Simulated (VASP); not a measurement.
Input of a VASP 6.6.1 run:

Contents of POSCAR:

```
In                                      
1.0
   -1.6658415342      1.6658415342      2.4833466787
    1.6658415342     -1.6658415342      2.4833466787
    1.6658415342      1.6658415342     -2.4833466787
  In            
     1
Direct
     0.0000000000000000    0.0000000000000000    0.0000000000000000
```

INCAR.step1

```
SYSTEM = In
PREC = Accurate
ENCUT = 450
EDIFF = 1E-5
ISMEAR = 1
SIGMA = 0.1
LREAL = .False.
LASPH = .True.
NELM = 120
ALGO = Normal
ISIF = 2
LWAVE = .True.
KPAR = 4
GGA = PE
```

File INCAR.step2:

```
SYSTEM = In
PREC = Accurate
ENCUT = 450
EDIFF = 1E-6
ISMEAR = 1
SIGMA = 0.1
LREAL = .False.
LASPH = .True.
NELM = 120
ALGO = Normal
ISIF = 2
LWAVE = .False.
LCHARG = .False.
GGA = PE
LHFCALC = .True.
HFSCREEN = 0.2
PRECFOCK = Fast
KPAR = 4
ISTART = 1
```

Contents of KPOINTS:

```
regular mesh
0
Gamma
  10 10 10
  0 0 0
```

Potentials or basis: VASP PAW PBE potentials, release 64 (In_d).

Run with:

```bash
$ cat potpaw_PBE.64/In_d/POTCAR > POTCAR
$ cp INCAR.step1 INCAR
$ mpirun -np 4 vasp_std > vasp.out
$ cp INCAR.step2 INCAR
$ mpirun -np 4 vasp_std > vasp.out
```

Task: What does it give for the band gap on the k mesh?

Result: None (metal or under the smearing width).

Task: What does it give for the pressure?

Result: -1.4 GPa.

Stress tensor (GPa, compression positive):
```
-0.84  0.00  0.00
 0.00 -0.84  0.00
 0.00  0.00 -2.60
```

Caveat: the PAW data sets were made with another functional, which shifts forces and pressure a little.
